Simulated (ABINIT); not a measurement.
Crystal: Ge.

```
CELL_PARAMETERS angstrom
1.48805 -2.59469 0.00000
1.48805 2.59469 0.00000
0.00000 0.00000 4.72760
ATOMIC_POSITIONS crystal
Ge 0.33345 0.66655 0.25000
Ge 0.66655 0.33345 0.75000
```

This isn't the form of Ge at room conditions, which is diamond.

- Program: ABINIT 10.8.3 (patched build)
- Task: single point
- Functional: PBE
- Potentials or basis: JTH PAW PBE v2.0
- Cutoff: 599 eV
- k mesh: 10 × 10 × 6
- Occupations: fermi-dirac, width 0.05 eV
- Spin: no spin polarisation

On this cell: pressure 3.9 GPa; largest force under 0.003 eV/Å; band gap on the k mesh none (metal or under the smearing width).

The same run follows on a disturbed copy (atoms moved at random, drawn with an rms of 0.05 Å):

```xyz
2
Lattice="1.4881 -2.5947 0.0000 1.4881 2.5947 0.0000 0.0000 0.0000 4.7276" Properties=species:S:1:pos:R:3 pbc="T T T"
Ge    1.4977    0.9140    1.1971
Ge    1.5104   -0.8905    3.5233
```

What changes?

The energy (extrapolated to zero smearing) moves by +0.2 meV/atom; pressure 3.9 GPa; largest force 0.036 eV/Å; band gap on the k mesh none (metal or under the smearing width).

Forces on the atoms (eV/Å):
```
Ge  -0.001 -0.013 -0.034
Ge   0.001  0.013  0.034
```

Stress tensor (GPa, compression positive):
```
 3.15  0.02 -0.02
 0.02  2.88  0.04
-0.02  0.04  5.73
```
